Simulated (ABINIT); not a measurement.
# KTaO3 (Pm-3m) in ABINIT: reference runs, part 2 of 3

ABINIT 10.8.3 (patched build). The steps go on from the part before.

## 4. Single point, PBE (atoms moved at random, drawn with an rms of 0.05 Å)

Contents of run.abi:

```
# Pseudopotentials
pp_dirpath "./"
pseudos "Ta.GGA_PBE-JTH.xml, K.GGA_PBE-JTH.xml, O.GGA_PBE-JTH.xml"

# Structure
acell 3*1.0
rprim
     7.5367947028     0.0000000000     0.0000000000
     0.0000000000     7.5367947028     0.0000000000
     0.0000000000     0.0000000000     7.5367947028
ntypat 3
znucl 73 19 8
natom 5
typat 1 2 3 3 3
xred
    -0.0087940000     0.0063740000    -0.0131730000
     0.5086730000     0.4977750000     0.5225520000
    -0.0034950000     0.0010270000     0.4899110000
     0.0004730000     0.5042430000     0.0017690000
     0.4954080000     0.0073200000    -0.0041280000
chkprim 0
chksymtnons 0
tolsym 1.0e-6

# Plane-wave basis
ecut 23.0
pawecutdg 45.0
pawxcdev 0

# k points
kptopt 1
ngkpt 7 7 7
nshiftk 1
shiftk 0.0 0.0 0.0

# Exchange and correlation
ixc 11

# Bands and occupations
nband 24
occopt 3
tsmear 0.00183747

# SCF cycle
nstep 100
tolvrs 1.0e-9

# Output
iomode 3
prtwf 0
prtden 0
prteig 0
prtebands 0
enunit 2
```

Potentials or basis: JTH PAW PBE v2.0.

Started as:

```console
$ abinit run.abi > log 2>&1
```

run.abo:

```text
.Version 10.8.3 of ABINIT
 Symmetries : space group P1 (#  1); Bravais aP (primitive triclinic)
================================================================================
 Values of the parameters that define the memory need of the present run
     intxc =       0    ionmov =       0      iscf =      17    lmnmax =      18
     lnmax =       6     mgfft =      36  mpssoang =       3    mqgrid =    3001
     natom =       5  nloc_mem =       2    nspden =       1   nspinor =       1
    nsppol =       1      nsym =       1    n1xccc =       1    ntypat =       3
    occopt =       3   xclevel =       2
       mpw =        2278          nfft =       46656          nkpt =         172
 PAW method is used; the additional fine FFT grid is defined by:
   mgfftf=        48    nfftf =    110592
================================================================================
================================================================================

--------------------------------------------------------------------------------
------------- Echo of variables that govern the present computation ------------
--------------------------------------------------------------------------------
 -outvars: echo values of preprocessed input variables --------
            acell      1.0000000000E+00  1.0000000000E+00  1.0000000000E+00 Bohr
              amu      1.80947900E+02  3.90983000E+01  1.59994000E+01
          chkprim           0
      chksymtnons           0
             ecut      2.30000000E+01 Hartree
           enunit           2
                       outvar_i_n : Printing only first  50 k-points.
              ixc          11
                       outvar_i_n : Printing only first  50 k-points.
         kptrlatt        7    0    0      0    7    0      0    0    7
          kptrlen      5.27575629E+01
            natom           5
            nband          24
            ngfft          36      36      36
          ngfftdg          48      48      48
             nkpt         172
            nstep         100
             nsym           1
           ntypat           3
                       prtocc : prtvol=0, do not print more k-points.
           occopt           3
        pawecutdg      4.50000000E+01 Hartree
         pawxcdev           0
           prtden           0
        prtebands           0
           prteig           0
            prtwf           0
[... 236 lines left out ...]
iteration_state     : {dtset: 1, }
comment             : Components of total free energy in Hartree
kinetic             :  3.70230141093636E+01
hartree             :  2.93507376069547E+01
xc                  : -2.10826839580301E+01
Ewald energy        : -1.03620386476064E+02
psp_core            :  9.66761441309174E+00
local_psp           : -7.90208917146998E+01
PAW spherical_terms : -8.51013835694236E+00
internal            : -1.36192734376327E+02
'-kT*entropy'       : -1.28745828670335E-12
total_energy        : -1.36192734376328E+02
total_energy_eV     : -3.70599309901055E+03
...

--- !EnergyTermsDC
iteration_state     : {dtset: 1, }
comment             : '"Double-counting" decomposition of free energy'
band_energy         : -1.90590485853848E+01
Ewald energy        : -1.03620386476064E+02
psp_core            :  9.66761441309174E+00
xc_dc               : -2.96316692864933E+01
PAW spherical_terms :  6.45075703243983E+00
internal            : -1.36192732902411E+02
'-kT*entropy'       : -1.28745828670335E-12
total_energy_dc     : -1.36192732902412E+02
total_energy_dc_eV  : -3.70599305890327E+03
...

--- !EnergyTermsWithPAWCore
iteration_state     : {dtset: 1, }
comment             : 'Components of total free energy, including PAW core contributions'
Total energy        : -1.64330793300732E+04
Total energy DC     : -1.64330793285993E+04
Total energy (eV)   : -4.47166868861470E+05
Total energy DC (eV): -4.47166868821363E+05
...

 Cartesian components of stress tensor (hartree/bohr^3)
  sigma(1 1)= -1.97917454E-04  sigma(3 2)=  6.28547048E-06
  sigma(2 2)= -1.94714664E-04  sigma(3 1)= -7.84060166E-06
  sigma(3 3)= -1.91724777E-04  sigma(2 1)=  2.07997007E-06

-Cartesian components of stress tensor (GPa)         [Pressure=  5.7308E+00 GPa]
- sigma(1 1)= -5.82293254E+00  sigma(3 2)=  1.84924926E-01
- sigma(2 2)= -5.72870319E+00  sigma(3 1)= -2.30678465E-01
- sigma(3 3)= -5.64073768E+00  sigma(2 1)=  6.11948321E-02

== END DATASET(S) ==============================================================
================================================================================

 -outvars: echo values of variables after computation  --------
            acell      1.0000000000E+00  1.0000000000E+00  1.0000000000E+00 Bohr
           etotal     -1.3619273290E+02
            fcart      3.3789418965E-03 -1.6954500716E-03  6.3476439698E-03
                      -4.9296701980E-03  2.5958958526E-03 -1.0611476271E-02
                      -5.1991638314E-06  5.9227301971E-04  8.6472795216E-03
                      -1.0774126954E-03 -1.6104025668E-04 -3.0636336896E-03
                       2.6333401608E-03 -1.3316785440E-03 -1.3198135309E-03
            rprim      7.5367947028E+00  0.0000000000E+00  0.0000000000E+00
                       0.0000000000E+00  7.5367947028E+00  0.0000000000E+00
                       0.0000000000E+00  0.0000000000E+00  7.5367947028E+00
           strten     -1.9791745441E-04 -1.9471466374E-04 -1.9172477685E-04
                       6.2854704779E-06 -7.8406016587E-06  2.0799700657E-06
           xangst     -3.5073110176E-02  2.5421424183E-02 -5.2537875864E-02
                       2.0287405245E+00  1.9852760311E+00  2.0840941402E+00
                      -1.3939108490E-02  4.0959840972E-03  1.9539120400E+00
                       1.8864658987E-03  2.0110723555E+00  7.0553026952E-03
                       1.9758357250E+00  2.9194355980E-02 -1.6463702389E-02
             xred     -8.7940000000E-03  6.3740000000E-03 -1.3173000000E-02
                       5.0867300000E-01  4.9777500000E-01  5.2255200000E-01
                      -3.4950000000E-03  1.0270000000E-03  4.8991100000E-01
                       4.7300000000E-04  5.0424300000E-01  1.7690000000E-03
                       4.9540800000E-01  7.3200000000E-03 -4.1280000000E-03
 Calculation completed.
```

Wall time 7.6 min (1 thread of Arm Neoverse V1, shared host); peak memory 0.37 GiB.

Results:

- Free energy: -3705.9931 eV
- Pressure: 5.7 GPa
- Largest force: 0.616 eV/Å
- Band gap on the k mesh: 2.24 eV, indirect (least direct gap 2.81 eV)

Forces in eV/Å, atoms in the order of the input:
```
Ta   0.174 -0.087  0.326
K   -0.253  0.133 -0.546
O    0.000  0.030  0.445
O   -0.055 -0.008 -0.158
O    0.135 -0.068 -0.068
```

Stress tensor (GPa, compression positive):
```
 5.82 -0.06  0.23
-0.06  5.73 -0.18
 0.23 -0.18  5.64
```

Caveat: spin-orbit coupling is left out, which moves the levels of the heavy elements; an odd mesh through Γ misses points on the zone boundary, where band edges often lie; the atomic spheres overlap.

## 5. Single point, PBE

Contents of run.abi:

```
# Pseudopotentials
pp_dirpath "./"
pseudos "Ta.GGA_PBE-JTH.xml, K.GGA_PBE-JTH.xml, O.GGA_PBE-JTH.xml"

# Structure
acell 3*1.0 Angstrom
rprim
     3.9883000000     0.0000000000     0.0000000000
     0.0000000000     3.9883000000     0.0000000000
     0.0000000000     0.0000000000     3.9883000000
ntypat 3
znucl 73 19 8
natom 5
typat 1 2 3 3 3
xred
     0.0000000000     0.0000000000     0.0000000000
     0.5000000000     0.5000000000     0.5000000000
     0.0000000000     0.0000000000     0.5000000000
     0.0000000000     0.5000000000     0.0000000000
     0.5000000000     0.0000000000     0.0000000000

# Plane-wave basis
ecut 23.0
pawecutdg 45.0
pawxcdev 0

# k points
kptopt 1
ngkpt 7 7 7
nshiftk 1
shiftk 0.0 0.0 0.0

# Exchange and correlation
ixc 11

# Bands and occupations
nband 24
occopt 3
tsmear 0.00183747

# SCF cycle
nstep 100
tolvrs 1.0e-9

# Output
iomode 3
prtwf 0
prtden 0
prteig 0
prtebands 0
enunit 1
```

Potentials or basis: JTH PAW PBE v2.0.

Started as:

```console
$ abinit run.abi > log 2>&1
```

run.abo:

```text
.Version 10.8.3 of ABINIT
 Symmetries : space group Pm -3 m (#221); Bravais cP (primitive cubic)
================================================================================
 Values of the parameters that define the memory need of the present run
     intxc =       0    ionmov =       0      iscf =      17    lmnmax =      18
     lnmax =       6     mgfft =      36  mpssoang =       3    mqgrid =    3001
     natom =       5  nloc_mem =       2    nspden =       1   nspinor =       1
    nsppol =       1      nsym =      48    n1xccc =       1    ntypat =       3
    occopt =       3   xclevel =       2
       mpw =        2278          nfft =       46656          nkpt =          20
 PAW method is used; the additional fine FFT grid is defined by:
   mgfftf=        48    nfftf =    110592
================================================================================
================================================================================

--------------------------------------------------------------------------------
------------- Echo of variables that govern the present computation ------------
--------------------------------------------------------------------------------
 -outvars: echo values of preprocessed input variables --------
            acell      1.8897261259E+00  1.8897261259E+00  1.8897261259E+00 Bohr
              amu      1.80947900E+02  3.90983000E+01  1.59994000E+01
             ecut      2.30000000E+01 Hartree
           enunit           1
              ixc          11
         kptrlatt        7    0    0      0    7    0      0    0    7
          kptrlen      5.27575630E+01
            natom           5
            nband          24
            ngfft          36      36      36
          ngfftdg          48      48      48
             nkpt          20
            nstep         100
             nsym          48
           ntypat           3
           occopt           3
        pawecutdg      4.50000000E+01 Hartree
         pawxcdev           0
           prtden           0
        prtebands           0
           prteig           0
            prtwf           0
            rprim      3.9883000000E+00  0.0000000000E+00  0.0000000000E+00
                       0.0000000000E+00  3.9883000000E+00  0.0000000000E+00
                       0.0000000000E+00  0.0000000000E+00  3.9883000000E+00
          spgroup         221
           tolvrs      1.00000000E-09
           tsmear      1.83747000E-03 Hartree
            typat      1  2  3  3  3
           useylm           1
           xangst      0.0000000000E+00  0.0000000000E+00  0.0000000000E+00
                       1.9941500000E+00  1.9941500000E+00  1.9941500000E+00
                       0.0000000000E+00  0.0000000000E+00  1.9941500000E+00
                       0.0000000000E+00  1.9941500000E+00  0.0000000000E+00
                       1.9941500000E+00  0.0000000000E+00  0.0000000000E+00
            xcart      0.0000000000E+00  0.0000000000E+00  0.0000000000E+00
                       3.7683973540E+00  3.7683973540E+00  3.7683973540E+00
                       0.0000000000E+00  0.0000000000E+00  3.7683973540E+00
                       0.0000000000E+00  3.7683973540E+00  0.0000000000E+00
                       3.7683973540E+00  0.0000000000E+00  0.0000000000E+00
             xred      0.0000000000E+00  0.0000000000E+00  0.0000000000E+00
                       5.0000000000E-01  5.0000000000E-01  5.0000000000E-01
                       0.0000000000E+00  0.0000000000E+00  5.0000000000E-01
                       0.0000000000E+00  5.0000000000E-01  0.0000000000E+00
                       5.0000000000E-01  0.0000000000E+00  0.0000000000E+00
            znucl       73.00000   19.00000    8.00000

================================================================================

 chkinp: Checking input parameters for consistency.

[... 157 lines left out ...]
    3       0.000000000000      0.000000000000      0.000000000000
    4       0.000000000000      0.000000000000      0.000000000000
    5       0.000000000000      0.000000000000      0.000000000000

 cartesian coordinates (angstrom) at end:
    1      0.00000000000000     0.00000000000000     0.00000000000000
    2      1.99415000000000     1.99415000000000     1.99415000000000
    3      0.00000000000000     0.00000000000000     1.99415000000000
    4      0.00000000000000     1.99415000000000     0.00000000000000
    5      1.99415000000000     0.00000000000000     0.00000000000000

 cartesian forces (hartree/bohr) at end:
    1     -0.00000000000000    -0.00000000000000    -0.00000000000000
    2     -0.00000000000000    -0.00000000000000    -0.00000000000000
    3     -0.00000000000000    -0.00000000000000    -0.00000000000000
    4     -0.00000000000000    -0.00000000000000    -0.00000000000000
    5     -0.00000000000000    -0.00000000000000    -0.00000000000000
 frms,max,avg= 0.0000000E+00 0.0000000E+00   0.000E+00  0.000E+00  0.000E+00 h/b

 cartesian forces (eV/Angstrom) at end:
    1     -0.00000000000000    -0.00000000000000    -0.00000000000000
    2     -0.00000000000000    -0.00000000000000    -0.00000000000000
    3     -0.00000000000000    -0.00000000000000    -0.00000000000000
    4     -0.00000000000000    -0.00000000000000    -0.00000000000000
    5     -0.00000000000000    -0.00000000000000    -0.00000000000000
 frms,max,avg= 0.0000000E+00 0.0000000E+00   0.000E+00  0.000E+00  0.000E+00 e/A
 length scales=  1.889726125908  1.889726125908  1.889726125908 bohr
              =  1.000000000000  1.000000000000  1.000000000000 angstroms
 Fermi (or HOMO) energy (eV) =   3.25487   Average Vxc (eV)= -10.79538
 Eigenvalues (   eV  ) for nkpt=  20  k points:
 kpt#   1, nband= 24, wtk=  0.00292, kpt=  0.0000  0.0000  0.0000 (reduced coord)
 -65.48972  -31.95692  -31.95692  -31.95692  -25.15638  -15.38971  -14.69206  -14.69206
  -8.70657   -8.70657   -8.70657   -0.26282   -0.26282   -0.26282    1.09013    1.09013
   1.09013    1.53403    1.53403    1.53403    4.33276    4.33276    4.33276    8.78992
 prteigrs : prtvol=0 or 1, do not print more k-points.

--- !EnergyTerms
iteration_state     : {dtset: 1, }
comment             : Components of total free energy in Hartree
kinetic             :  3.70160524306942E+01
hartree             :  2.92924475807637E+01
xc                  : -2.10810670422365E+01
Ewald energy        : -1.03682236344862E+02
psp_core            :  9.66761439324263E+00
local_psp           : -7.88987483724790E+01
PAW spherical_terms : -8.50872918941466E+00
internal            : -1.36194666544292E+02
'-kT*entropy'       : -1.69330672843970E-12
total_energy        : -1.36194666544294E+02
total_energy_eV     : -3.70604567597936E+03
...

--- !EnergyTermsDC
iteration_state     : {dtset: 1, }
comment             : '"Double-counting" decomposition of free energy'
band_energy         : -1.90562338030784E+01
Ewald energy        : -1.03682236344862E+02
psp_core            :  9.66761439324263E+00
xc_dc               : -2.95739115272664E+01
PAW spherical_terms :  6.45009957577941E+00
internal            : -1.36194667706185E+02
'-kT*entropy'       : -1.69330672843970E-12
total_energy_dc     : -1.36194667706187E+02
total_energy_dc_eV  : -3.70604570759609E+03
...

--- !EnergyTermsWithPAWCore
iteration_state     : {dtset: 1, }
comment             : 'Components of total free energy, including PAW core contributions'
Total energy        : -1.64330812622412E+04
Total energy DC     : -1.64330812634031E+04
Total energy (eV)   : -4.47166921438438E+05
Total energy DC (eV): -4.47166921470055E+05
...

 Cartesian components of stress tensor (hartree/bohr^3)
  sigma(1 1)= -1.88177358E-04  sigma(3 2)=  0.00000000E+00
  sigma(2 2)= -1.88177358E-04  sigma(3 1)=  0.00000000E+00
  sigma(3 3)= -1.88177358E-04  sigma(2 1)=  0.00000000E+00

-Cartesian components of stress tensor (GPa)         [Pressure=  5.5364E+00 GPa]
- sigma(1 1)= -5.53636902E+00  sigma(3 2)=  0.00000000E+00
- sigma(2 2)= -5.53636902E+00  sigma(3 1)=  0.00000000E+00
- sigma(3 3)= -5.53636902E+00  sigma(2 1)=  0.00000000E+00

== END DATASET(S) ==============================================================
================================================================================

 -outvars: echo values of variables after computation  --------
            acell      1.8897261259E+00  1.8897261259E+00  1.8897261259E+00 Bohr
           etotal     -1.3619466771E+02
            fcart     -0.0000000000E+00 -0.0000000000E+00 -0.0000000000E+00
                      -0.0000000000E+00 -0.0000000000E+00 -0.0000000000E+00
                      -0.0000000000E+00 -0.0000000000E+00 -0.0000000000E+00
                      -0.0000000000E+00 -0.0000000000E+00 -0.0000000000E+00
                      -0.0000000000E+00 -0.0000000000E+00 -0.0000000000E+00
            rprim      3.9883000000E+00  0.0000000000E+00  0.0000000000E+00
                       0.0000000000E+00  3.9883000000E+00  0.0000000000E+00
                       0.0000000000E+00  0.0000000000E+00  3.9883000000E+00
           strten     -1.8817735818E-04 -1.8817735818E-04 -1.8817735818E-04
                       0.0000000000E+00  0.0000000000E+00  0.0000000000E+00
           xangst      0.0000000000E+00  0.0000000000E+00  0.0000000000E+00
                       1.9941500000E+00  1.9941500000E+00  1.9941500000E+00
                       0.0000000000E+00  0.0000000000E+00  1.9941500000E+00
                       0.0000000000E+00  1.9941500000E+00  0.0000000000E+00
                       1.9941500000E+00  0.0000000000E+00  0.0000000000E+00
             xred      0.0000000000E+00  0.0000000000E+00  0.0000000000E+00
                       5.0000000000E-01  5.0000000000E-01  5.0000000000E-01
                       0.0000000000E+00  0.0000000000E+00  5.0000000000E-01
                       0.0000000000E+00  5.0000000000E-01  0.0000000000E+00
                       5.0000000000E-01  0.0000000000E+00  0.0000000000E+00
 Calculation completed.
```

It took 80 s on 1 thread of AMD EPYC 7R43 (Zen 3), shared host; peak memory 0.14 GiB.

Results:

| Quantity | Value |
| --- | --- |
| Free energy | -3706.0457 eV |
| Pressure | 5.5 GPa |
| Band gap on the k mesh | 2.24 eV, indirect (least direct gap 2.80 eV) |

Levels at points of the mesh, in eV from the valence-band top:
```
           k point  band 16  band 17  band 18  band 19  band 20  band 21  band 22  band 23  band 24
(0.00, 0.00, 0.00)    -1.00    -1.00    -0.56    -0.56    -0.56     2.24     2.24     2.24     6.70
```

Caveat: spin-orbit coupling is left out, which moves the levels of the heavy elements; an odd mesh through Γ misses points on the zone boundary, where band edges often lie; the atomic spheres overlap.

(Part 2 of 3 ends here.)
